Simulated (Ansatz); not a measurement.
Reactions of BrFH$_{4}$OSi$_{2}$ (`O[SiH](F)[SiH2]Br`).

Isolated molecules relaxed with PBE0-D4/def2-TZVP in Ansatz; ΔE leaves out vibrations. CCSD(T)/CBS adds triple-zeta CCSD(T) − MP2 to the extrapolated MP2 energy (def2 sets, frozen cores). This one scheme is used for every species. For Br, Ge, Se outer-core shells are correlated without core-valence functions, which leaves a few kJ/mol of doubt a bond. Scalar relativity is left out up to krypton. One conformer a species, not always the lowest.

Question: Order these by ΔE at CCSD(T)/CBS, lowest first. (Best estimate.)
A. `O[SiH](F)[SiH2]Br` + H₂O → `O[SiH](O)F` + `[SiH3]Br`
B. `O[SiH](F)[SiH2]Br` + `C[SeH]` → `C[Se][SiH](O)F` + `[SiH3]Br`
C. `O[SiH](F)[SiH2]Br` + `O[SiH2]N[SiH](O)Cl` → `O[Si@H](F)N[Si@H](O)Cl` + `O[SiH2][SiH2]Br`
D. `O[SiH](F)[SiH2]Br` + BH₃ → `B[SiH2]Br` + `O[SiH2]F`
E. `O[SiH](F)[SiH2]Br` + `[OH][GeH3]` → `[OH][GeH2][SiH](O)F` + `[SiH3]Br`
F. `O[SiH](F)[SiH2]Br` + `OCF` → `FCO[SiH2]Br` + `O[SiH2]F`
G. `O[SiH](F)[SiH2]Br` + `CCCS` → `O[SiH](F)CS` + `CC[SiH2]Br`
H. `O[SiH](F)[SiH2]Br` + `CO[SiH](O)Cl` → `CO[SiH2][SiH](O)F` + `O[SiH](Cl)Br`

Answer: A (-128.9 kJ/mol), F (-104.6 kJ/mol), B (-78.0 kJ/mol), G (-48.7 kJ/mol), C (-22.2 kJ/mol), E (-8.3 kJ/mol), D (+6.3 kJ/mol), H (+33.2 kJ/mol).

Largest T1 diagnostic: 0.012, for `[OH][GeH2][SiH](O)F`.
